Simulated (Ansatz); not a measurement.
## InSe: ideal shear of a crystal plane

The calculation used Ansatz, DFT PBEsol, scalar-relativistic, plane waves, PAW. Settings: plane waves to 420 eV, k-mesh 9×4×4 (Γ-centred), Gaussian smearing 0.03 eV. No spin polarisation. Energies are free energies at this smearing, counted from the undisturbed cell; pressure is positive in compression.

Zero of the scan (as given, not relaxed at this level; it stands at 0.2 GPa):

```
CELL_PARAMETERS angstrom
2.00000 -3.46410 0.00000
2.00000 -1.15470 -8.31667
10.00000 3.46410 0.00000
ATOMIC_POSITIONS crystal
In 0.00000 0.00000 0.75905
In 0.33333 0.00000 0.09238
In 0.66667 0.00000 0.42572
In 0.14960 0.66340 0.79645
In 0.48293 0.66340 0.12978
In 0.81627 0.66340 0.46312
Se 0.82067 0.15350 0.96422
Se 0.15400 0.15350 0.29755
Se 0.48733 0.15350 0.63088
Se 0.10667 0.51000 0.03572
Se 0.44000 0.51000 0.36905
Se 0.77333 0.51000 0.70238
```

The cell holds layers and no dispersion correction was added, so their binding is poorly described.

The cut lies on the cell's a–b face, a (0 1 -1) plane (indices in the standard cell, whose axes needn't be the Cartesian ones shown) of area 33.59 Å², between layers 0.74 Å apart. Vector c is tilted by f times 1·a + 0·b (length 4.000 Å) with the atoms' Cartesian places fixed: one unrelaxed fault a cell. The traction is dγ/du, the slope of γ against the slip u in Å. Some rows repeat others by symmetry and weren't run.

```
     f  γ (mJ/m²) traction (GPa)
0.0000          0             0.0
0.1000        235            12.2
0.2000       1040            28.8
0.3000       2548            45.2
0.4000       4355            39.4
0.5000       5226             0.0
0.6000       4355           -39.4
0.7000       2548           -45.2
0.8000       1040           -28.8
0.9000        235           -12.2
```

**Question.** Read off the first barrier and the stress needed to climb it, and compare with Frenkel's sinusoid.

**Answer.** The first sampled maximum lies at f = 0.500, a slip of 2.00 Å, with γ ≈ 5226 mJ/m², which stands in for the unstable fault energy γ_us, and the steepest sampled slope before it is 45.2 GPa. A sinusoid γ = γ_us sin²(πu/λ) with its maximum there has λ = 4.00 Å and a largest slope πγ_us/λ = 41.0 GPa (1 mJ/m² per Å = 0.01 GPa). The stand-in is too high: the stress and forces give a traction of 121.1 GPa across the line at this point, so it is no saddle, and slip that bends off the line crosses lower.

**Question.** Is there a metastable fault on this line?

**Answer.** Apart from points where γ returns to about zero, no local minimum shows among the samples, so at this sampling the line offers no fault for a dislocation to split on; a fault can still lie off the line.

The cut is rigid; relaxing the faces lowers these energies and usually the stresses. The start isn't at rest at this level: it stands under 0.2 GPa with forces up to 0.16 eV/Å, so these aren't the figures of the relaxed crystal.

Cost: 6 runs of about 17 core-minutes in all, on Intel Xeon 6975P-C (Granite Rapids) (shared hosts).